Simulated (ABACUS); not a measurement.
Crystal: Ag.

```
CELL_PARAMETERS angstrom
-1.65565 1.65565 1.65565
1.65565 -1.65565 1.65565
1.65565 1.65565 -1.65565
ATOMIC_POSITIONS crystal
Ag 0.00000 0.00000 0.00000
```

This isn't the form of Ag at room conditions, which is fcc.

```yaml
Program: ABACUS 3.10.1
Task: single point
Functional: PBEsol
Potentials_or_basis: PseudoDojo NC SR 0.4.1 PBEsol standard
Cutoff: 1116 eV
Density_cutoff: 4463 eV
Basis: plane waves
k_mesh: 11 × 11 × 11
Occupations: fermi-dirac, width 0.05 eV
Spin: no spin polarisation
```

On this cell: pressure -7.5 GPa; band gap on the k mesh none (metal or under the smearing width).

The same run follows on a disturbed copy (cell strained at random at fixed volume):

```xyz
1
Lattice="-1.6674 1.7097 1.6780 1.6448 -1.6625 1.6082 1.6497 1.6448 -1.6308" Properties=species:S:1:pos:R:3 pbc="T T T"
Ag   -0.0324    0.0239   -0.0218
```

Task: What changes?

Result: The energy (extrapolated to zero smearing) moves by +2.2 meV/atom; pressure -7.4 GPa; band gap on the k mesh none (metal or under the smearing width).

Stress tensor (GPa, compression positive):
```
-7.51  0.47  0.59
 0.47 -7.19 -1.41
 0.59 -1.41 -7.63
```
